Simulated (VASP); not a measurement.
Ta:

```
Ta
1.0
     0.00000    2.08008    2.08008
     2.08008    0.00000    2.08008
     2.08008    2.08008    0.00000
Ta
1
Direct
  0.00000 0.00000 0.00000
```

This isn't the form of Ta at room conditions, which is bcc.

```yaml
Program: VASP 6.6.1
Task: relaxation of cell and atoms
Functional: PBE
Potentials_or_basis: VASP PAW PBE potentials, release 64 (Ta_pv)
Cutoff: 600 eV
k_mesh: 18 × 18 × 18
Occupations: gaussian, width 0.1 eV
Spin: no spin polarisation
```

At the start: pressure 9.4 GPa; volume 18.00 Å³/atom.

Problem. Where does the relaxation end?

Solution. Over 4 steps the energy falls by 23.4 meV/atom and the volume is 18.83 Å³/atom (+4.6 %); space group Fm-3m (No. 225, to 0.05 Å).

The path:
```tsv
step	energy change (eV)	largest force (eV/Å)	pressure (GPa)	volume (Å³)
1	0.0000	0.0000	9.36	18.00
2	0.0896	0.0000	-16.27	20.88
3	-0.0234	0.0000	-0.30	18.86
4	-0.0234	0.0000	-0.01	18.83
```

Final structure:
```
Ta
1.0
     0.00000    2.11170    2.11170
     2.11170    0.00000    2.11170
     2.11170    2.11170    0.00000
Ta
1
Direct
  0.00000 0.00000 0.00000
```
